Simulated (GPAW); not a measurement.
Runs of GPAW 26.7.0 on FeGe. Symmetry: P2_13, No. 198, cubic system. Conventional cell: a = 4.689 Å, b = 4.689 Å, c = 4.689 Å, α = 90.00°, β = 90.00°, γ = 90.00°. Around Ge (site symmetry 3) lie 7 Fe at 2.38 to 2.64 Å. Around Fe (site symmetry 3) lie 7 Ge at 2.38 to 2.64 Å. 

```tsv
task	level	potentials or basis	U	k mesh	cutoff (eV)	maxiter	convergence	band path	band points	ranks	gap on the mesh (eV)	pressure (GPa)	moment (μB)	V0 of scaled cells (Å³/atom)	B0 (GPa)	largest force (eV/Å)
equation of state	SOGGA	PAW data sets generated in the run's folder for this functional, pw	-	4 × 4 × 4	600	150	-	-	-	-	-	-	-	12.24	199	-
single point	LDA	the program's PAW data sets (release 1.2.1) made for this functional, pw	-	5 × 5 × 5	450	120	default	-	-	-	none	-16.5	(b)	-	-	0.23
single point	PBE	GPAW PAW data sets (gpaw-data 1.2.1), pw	-	5 × 5 × 5	450	120	default	-	-	-	none	-3.6	4.27	-	-	0.04
band structure	PBEsol+U	PAW data sets generated in the run's folder for this functional, pw	Fe d U = 2 eV	5 × 5 × 5	600	150	-	GXMGRX,MR	60	-	-	3.9	8.25	-	-	0.36
equation of state	PBE	GPAW PAW data sets (gpaw-data 1.2.1), pw	-	5 × 5 × 5	600	150	-	-	-	4	-	-	-	(a)	171	-
```

Alike in all rows: spin collinear, ferromagnetic start; cell as given; smearing fermi-dirac 0.05 eV.

Problem. Estimate the missing entries.

Solution. (a) 12.76; (b) 4.11.

Caveats: the cell was scaled at fixed shape and fractional positions, which overstates the stiffness of a crystal with free parameters, most of all of layers and chains (some runs); the cutoff is short for stress and forces, so pressures can be off by a GPa or more (some runs); the moment fell far below its start of 4 μB, so a state of higher moment may lie lower in energy (some runs); so large a pressure means that the cell lies far from this level's equilibrium, or that cutoff or potentials fall short (some runs); the U is typed as a test and isn't derived for this compound (some runs).

A k mesh can miss the band edges, and the runs leave out spin-orbit coupling on Ge.

A gap of «none» marks a metal or a gap under the smearing width.

Not every run made on this cell is shown here.
